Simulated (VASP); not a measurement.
Crystal: SnSe.

```
Sn Se
1.0
     0.00000    2.97581    2.97581
     2.97581    0.00000    2.97581
     2.97581    2.97581    0.00000
Sn Se
1 1
Cartesian
  0.0000 0.0000 0.0000
  2.9758 2.9758 2.9758
```

Measurements of this composition are mostly on another form, of space group No. 62.

Base run:

| Item | Value |
| --- | --- |
| Program | VASP 6.6.1 |
| Functional | PBEsol |
| Potentials or basis | VASP PAW PBE potentials, release 64 (Sn_d, Se) |
| Cutoff | 900 eV |
| k mesh | 10 × 10 × 10 |
| Occupations | gaussian, width 0.02 eV |
| Spin | no spin polarisation |

Its results: band gap on the k mesh 0.48 eV, indirect (least direct gap 0.58 eV); pressure 0.0 GPa.

Task: After a change of settings the same cell gave: band gap on the k mesh 0.05 eV, direct; pressure 0.0 GPa. Which change was it?
A. functional from PBEsol to r2SCAN; cutoff from 900 eV to 520 eV
B. cutoff from 900 eV to 700 eV
C. cutoff from 900 eV to 520 eV; k mesh from 10 × 10 × 10 to 16 × 16 × 16
D. cutoff from 900 eV to 520 eV; occupations from gaussian, width 0.02 eV to gaussian, width 0.5 eV

Result: C.

Caveats: the PAW data sets were made with another functional, which shifts forces and pressure a little; spin-orbit coupling is left out, which moves the levels of the heavy elements.
